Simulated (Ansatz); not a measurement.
# Ni (Im-3m) in Ansatz: single point with PBE

Aim: the single point of Ni with PBE.

All numbers are computed with Ansatz 0.2.0; they aren't measurements. Logs are shortened: lines on timing, memory, paths and dates and some standing lists are left out, and cuts for length are marked.

## (1) The cell of the first run

The structure is cubic, space group Im-3m (No. 229). The conventional cell has a = 2.767 Å, b = 2.767 Å, c = 2.767 Å, α = 90.00°, β = 90.00°, γ = 90.00°. Ni (site symmetry m-3m) has 8 Ni at 2.40 Å as nearest neighbours.

This isn't the form of Ni at room conditions, which is fcc.

## (2) Single point, PBE, collinear spin, ferromagnetic start (the cell as VASP's run set it)

Input file input.yaml:

```yaml
crystal:
  lattice:
    - [2.3966655, 0.0, 0.0]
    - [-0.7988884998, 2.2595979031, 0.0]
    - [-0.7988884998, -1.1297989512, 1.9568691866]
  atoms:
    - { symbol: Ni, position: [0.0, 0.0, 0.0], spin: 1.0 }
kpoints:
  mp_grid: { grid: [13, 13, 13] }
scf:
  occupations: { method: gaussian, width: 0.02 }
hamiltonian:
  xc: pbe
  pseudopotentials: { kind: all_electron, lapw: { basis_error: 0.001 } }
magnetization:
  spin_polarized: true
output:
  forces: true
  stress: true
  eigenvalues: true
```

Potentials or basis: all-electron LAPW, scalar-relativistic.

Started as:

```
$ ansatz run input.yaml --threads 2 --pin off --max-ram 6144MiB --backend cpu --events-out ev --progress --plain --runs-dir out
```

What it wrote:

```text
Warning: RAYON_NUM_THREADS=2 ignored (pool sized by the plan → 2); use --threads N
LAPW: plane waves up to 9.432 Å⁻¹, error target 1.0e-3 eV per atom; small_component_spin mean_spin; Ni in spheres of 1.198 Å, 18 of its electrons in bands, Dirac shells [] (how accurate: hamiltonian.pseudopotentials.lapw.basis_error, Limitations)
Engine: ansatz 0.2.0, aarch64-unknown-linux-gnu
Pseudopotentials: kind: all_electron
Pseudopotential: Ni, LAPW, valence charge 18, lapw/all_electron/scalar/gaussian/Ni, Koelling and Harmon's equation, gaussian nucleus
Functional definition: PBE
  parameter kappa = 0.804
  parameter beta = 0.06672455060314922
  exchange = pbe_x(kappa = kappa, mu = beta*pi^2/3)
  correlation = pbe_c(beta = beta)
Crystal: 1 atoms, lattice volume = 10.597 Å³
Basis set: ecut = 338.94672591140693 eV, 141 PW (Γ), exchange–correlation at level 2
Bands: 14, of which v1, the nominal top of the filled ones, is band 9 counted from 1 (8 counted from 0)
Symmetry: 48 space group operations
Space group: Im-3m (ITA 229), of the structure as read, at distance tolerance 2.2e-5 Å
Magnetic group: BNS 229.140 (UNI 1642), of the structure as read, at distance tolerance 2.2e-5 Å
k-points: 84 of 2197
Non-local potential: Ni, projectors of the file, none
Initial density: superposition of atomic densities (chi_scale 0.1, normalization cell)
Starting moments: Σ|m| = 1 μB on 1 of 1 site
Initial wavefunctions: plane waves of lowest kinetic energy (no species holds an atomic orbital)
Functional: x = pbe(κ = 0.804, μ = 0.2195149727645171), c = pbe(β = 0.06672455060314922)
iter 1 solved again at ethr=2.56e-6 eV; its pass at ethr=1.00e-1 eV (dr2=4.62e-4 eV) is discarded
SCF iter   1: F=—  HF=-41382.737281 eV  |F-HF|=—  |Δ(HF+E_count)|=         —  Δρ=1.90e-2 (↑1.81e-2 ↓1.90e-2)  dr2=4.36e-4  dr2_m=3.32e-2  M=0.638 μB ∫|m|=0.665 μB  β_m=0.30  ethr=2.56e-6  ⟨swp⟩=4.3  Hψ=20013  notcnv=0
Mixer restart at iter 1: flushing history
preconditioner: auto → none  [metal: Δε(μ)=0.008 eV  Ē_g=17.166 eV  σ=0.020 eV  W_gap=0.21  n_scr=0 (ndim 8)  ℏωp=36.1 eV  f_vac=0.000  D(μ)=2.94/eV (n_scr^D=54)]
iter 2 solved again at ethr=2.02e-7 eV; its pass at ethr=2.42e-6 eV (dr2=3.64e-5 eV) is discarded
SCF iter   2: F=—  HF=-41382.742218 eV  |F-HF|=—  |Δ(HF+E_count)|=   4.94e-3  Δρ=1.30e-2 (↑1.29e-2 ↓1.30e-2)  dr2=3.64e-5  dr2_m=1.63e-2  M=0.636 μB ∫|m|=0.670 μB  β_m=0.62  ethr=2.02e-7  ⟨swp⟩=2.0  Hψ=11459  notcnv=0
SCF iter   3: F=—  HF=-41382.761192 eV  |F-HF|=—  |Δ(HF+E_count)|=   1.90e-2  Δρ=4.31e-3 (↑2.83e-3 ↓4.31e-3)  dr2=9.02e-4  dr2_m=8.72e-4  M=0.592 μB ∫|m|=0.644 μB  β_m=0.47  ethr=2.02e-7  ⟨swp⟩=3.1  Hψ=7890  notcnv=0
SCF iter   4: F=—  HF=-41382.749924 eV  |F-HF|=—  |Δ(HF+E_count)|=   1.13e-2  Δρ=1.07e-3 (↑1.07e-3 ↓9.64e-4)  dr2=1.08e-5  dr2_m=9.62e-5  M=0.593 μB ∫|m|=0.653 μB  β_m=0.54  ethr=2.02e-7  ⟨swp⟩=3.0  Hψ=7721  notcnv=0
SCF iter   5: F=—  HF=-41382.750215 eV  |F-HF|=—  |Δ(HF+E_count)|=         —  Δρ=2.21e-4 (↑1.07e-4 ↓2.21e-4)  dr2=1.06e-6  dr2_m=2.44e-6  M=0.593 μB ∫|m|=0.655 μB  β_m=0.69  ethr=5.98e-8  ⟨swp⟩=2.8  Hψ=6394  notcnv=0
the basis was enlarged: its passes take 607.9 KiB over the memory plan, 2 of 2 planned eigensolver slots
SCF iter   6: F=—  HF=-41382.750238 eV  |F-HF|=—  |Δ(HF+E_count)|=   2.29e-5  Δρ=1.05e-4 (↑1.05e-4 ↓1.04e-4)  dr2=1.98e-8  dr2_m=1.04e-6  M=0.593 μB ∫|m|=0.656 μB  β_m=0.80  ethr=5.87e-9  ⟨swp⟩=2.5  Hψ=6518  notcnv=0
SCF iter   7: F=—  HF=-41382.750241 eV  |F-HF|=—  |Δ(HF+E_count)|=   3.37e-6  Δρ=1.89e-5 (↑1.73e-5 ↓1.89e-5)  dr2=4.43e-10  dr2_m=3.17e-8  M=0.593 μB ∫|m|=0.656 μB  β_m=0.90  ethr=1.10e-10  ⟨swp⟩=3.3  Hψ=7076  notcnv=0
SCF iter   8: F=—  HF=-41382.750241 eV  |F-HF|=—  |Δ(HF+E_count)|=   1.48e-7  Δρ=8.19e-6 (↑7.80e-6 ↓8.19e-6)  dr2=9.07e-11  dr2_m=6.16e-9  M=0.593 μB ∫|m|=0.656 μB  β_m=0.95  ethr=2.46e-12  ⟨swp⟩=3.8  Hψ=7272  notcnv=0
SCF iter   9: F=—  HF=-41382.750241 eV  |F-HF|=—  |Δ(HF+E_count)|=   5.25e-8  Δρ=4.01e-6 (↑3.96e-6 ↓4.01e-6)  dr2=1.12e-12  dr2_m=1.54e-9  M=0.593 μB ∫|m|=0.656 μB  β_m=0.98  ethr=1.00e-12  ⟨swp⟩=3.3  Hψ=7079  notcnv=0
SCF iter  10: F=-41382.750241 eV  HF=-41382.750241 eV  |F-HF|=1.46e-10  |Δ(HF+E_count)|=   3.99e-9  Δρ=6.32e-7 (↑6.16e-7 ↓6.32e-7)  dr2=3.22e-13  dr2_m=3.77e-11  M=0.593 μB ∫|m|=0.656 μB  ethr=1.00e-12  ⟨swp⟩=3.0  Hψ=6586  notcnv=0
SCF 1 converged in 10 iterations: F = -41382.750241 eV  dr2 = 3.22e-13
SCF converged after 10 iterations
Magnetization: 0.5926 μB (9.2963 up, 8.7037 down)
Absolute magnetization: 0.6564 μB (∫|ρ↑−ρ↓|)
Spin contamination: 0.0057 ħ² per cell (⟨S²⟩ above its minimum at these occupations)
Per-site moments (μB) at R_I (Å): [(0.6157899047400459, 1.198332732198104)]
Free energy (F): -41382.750241 eV
Harris-Foulkes:  -41382.750241 eV  (|F-HF|=1.46e-10)
Internal energy: -41382.749955 eV  (E = F + TS)
E sigma→0 (E₀):  -41382.750098 eV
Entropy (-TS):   -0.000286 eV (-0.286 meV/atom)
Fermi energy:    18.764018 eV
--- Per-component energies (eV) ---
  E_band       = -271.044479
  E_kinetic    = 42046.910525
  E_xc         = -1731.168554
  E_electrostatic = -81698.491926  (all electrons and nuclei)
  E_smearing   = -0.000286  (= −TS)
  E_closure    = 0.000000  (closes the sum)
  E_atoms      = -41375.755904  (free atoms, spherical and without spin; not in F)
  Σ components = -41382.750241   (vs F -41382.750241, Δ=0.00e0)
  Basis errors (estimates in eV, not in F): energy 2.8e-4 per atom: plane waves 2.4e-4 (1.3e-4 summed), levels above the bands 0.0e0, relativity 1.2e-8, radial functions 3.0e-5, core shells 1.4e-9; eigenvalues (radial functions only) 3.7e-5; not estimated: angular momenta, meshes, grids; target (lapw.basis_error) 1.0e-3; muffin-tin radii Ni 1.198 Å
--- Forces (eV/Å), atoms counted from 1 ---
  atom   1  Ni    -0.00000000    -0.00000000     0.00000000
  max |Σ_I F_I| component: 7.81e-32 eV/Å
--- Stress (GPa, compression-positive) ---
        7.672151       0.000000       0.000000
        0.000000       7.672151       0.000000
        0.000000      -0.000000       7.672151
  P = ⅓ Tr σ = 7.6722 GPa (76.722 kbar)
--- Band table (eV; the first three rows and the last of 168) ---
  k-point 0 ↑: bands = ["-84.7016", "-44.9441", "-44.9441", "-44.9441", "9.6083", "16.3690", "16.3690", "16.3690", "17.8606", "17.8606", "45.2604", "45.2604", "45.2604", "50.2432"]
  k-point 1 ↑: bands = ["-84.6992", "-44.9584", "-44.9490", "-44.9440", "9.8578", "16.3109", "16.3643", "16.4844", "17.8025", "17.8652", "43.3732", "44.7842", "44.9333", "48.7773"]
  k-point 2 ↑: bands = ["-84.6926", "-44.9980", "-44.9627", "-44.9438", "10.5831", "16.1521", "16.3316", "16.8136", "17.6849", "17.8807", "39.6552", "43.2476", "44.2687", "46.0233"]
  k-point 83 ↓: bands = ["-83.8548", "-44.3754", "-44.3732", "-44.3732", "14.7753", "14.7875", "19.2109", "19.2109", "19.2772", "27.7342", "28.8838", "28.8838", "34.7485", "35.3779"]
```

It took 8.2 s on 2 threads of Arm Neoverse V1, shared host; peak memory 0.34 GiB.

Results:

```yaml
Free_energy: -41382.7502 eV
Pressure: 7.7 GPa
Band_gap_on_the_k_mesh: none (metal or under the smearing width)
Net_moment: 0.59 μB per cell
Absolute_moment: 0.66 μB per cell
Site_moments: Ni +0.62 μB
```

Levels at points of the mesh, in eV from the Fermi level:
Spin up:
| k point | band 7 | band 8 | band 9 | band 10 | band 11 | band 12 |
| --- | --- | --- | --- | --- | --- | --- |
| (0.00, 0.00, 0.00) | -2.40 | -2.40 | -0.90 | -0.90 | 26.50 | 26.50 |
Spin down:
```csv
k point,band 6,band 7,band 8,band 9,band 10,band 11,band 12,band 13
"(0.00, 0.00, 0.00)",-1.67,-1.67,-1.67,-0.39,-0.39,26.40,26.40,26.40
```
